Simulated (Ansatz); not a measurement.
## Harmonic thermodynamics of MgTe

These are results of DFT PBE, scalar-relativistic, plane waves, PAW in Ansatz 0.2.0, not measurements. Settings: 420 eV plane-wave cutoff, Γ-centred 8×8×8 mesh, fixed occupations. No spin polarisation. Phonons by linear response, acoustic sum rule imposed.

Equilibrium structure at this level:
```
Mg Te
1.0
     0.00000    3.25466    3.25466
     3.25466    0.00000    3.25466
     3.25466    3.25466    0.00000
Mg Te
1 1
Direct
  0.00000 0.00000 0.00000
  0.25000 0.25000 0.25000
```

It was relaxed at this level from a Materials Project cell. Spin–orbit coupling is left out, which matters for heavy elements.

Force constants from linear response on a 4×4×4 q mesh, interpolated to a fine mesh.

(1) What is the zero-point energy per atom?

(2) How large are the vibrational entropy and heat capacity at 300 K?

(3) Tabulate them against temperature.

Results:

(1) 28.2 meV.

(2) S = 4.69 k_B and C_V = 2.83 k_B per atom, 94 % of the Dulong–Petit value.

(3)
| T (K) | F_vib (meV/atom) | S (k_B/atom) | C_V (k_B/atom) |
| --- | --- | --- | --- |
| 100 | 20.8 | 1.94 | 2.00 |
| 200 | -3.5 | 3.58 | 2.65 |
| 300 | -39.4 | 4.69 | 2.83 |
| 400 | -83.6 | 5.52 | 2.90 |
| 500 | -134.0 | 6.17 | 2.94 |
| 600 | -189.6 | 6.71 | 2.96 |
| 700 | -249.5 | 7.17 | 2.97 |
| 800 | -313.0 | 7.56 | 2.98 |
| 900 | -379.7 | 7.91 | 2.98 |
| 1000 | -449.3 | 8.23 | 2.98 |
